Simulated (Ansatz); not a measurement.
The elements of this relaxed trial crystal are hidden behind letters.

```
lattice vectors (Å)
  -2.2860    4.7167    7.2459
   2.2860   -4.7167    7.2459
   2.2860    4.7167   -7.2459
fractional positions
X 0.6435 0.6435 0.0000
X 0.3565 0.3565 0.0000
X 0.0000 0.5000 0.5000
Z 0.5000 0.0000 0.5000
```

All numbers below come from DFT PBE, scalar-relativistic, plane waves, PAW (Ansatz 0.2.0). Cutoff 420 eV, Γ-centred 12×12×12 mesh (4-atom cell), Gaussian smearing of 0.10 eV, no spin polarisation.

* Space group: Immm (No. 71)
* Conventional cell: a = 4.572 Å, b = 9.433 Å, c = 14.492 Å
* Volume per atom: 78.13 Å³
* Density: 2.12 g/cm³
* Formation energy: +0.03 eV/atom
* Gap on the 12×12×12 mesh of the 4-atom cell: 0 eV (a metal)

Energies are uncorrected and count from the elements' standard states at the same level.

Question: X is an s-block element of period 6 and Z is an s-block element of period 1. Which elements are they?

Answer: X = Cs, Z = H, so the formula is Cs3H. Density times volume gives a mean mass of 2.12 × 78.13/1.6605 = 99.8 u per atom, and this set has 99.9 u. Among the elements that the hints allow, noble gases aside, only these give it. Cs on a site of symmetry mm2 is surrounded by 2 H at 3.09 Å, 1 Cs at 4.16 Å, 2 Cs at 4.57 Å, 2 Cs at 5.15 Å and 2 Cs at 5.65 Å; Cs on a site of symmetry mmm has 2 Cs at 4.57 Å, 4 Cs at 5.15 Å, 4 H at 5.24 Å and 4 Cs at 5.65 Å; H has 4 Cs at 3.09 Å, 2 H at 4.57 Å and 4 Cs at 5.24 Å.

Symmetry constrained the relaxation, so the result can be a saddle point.
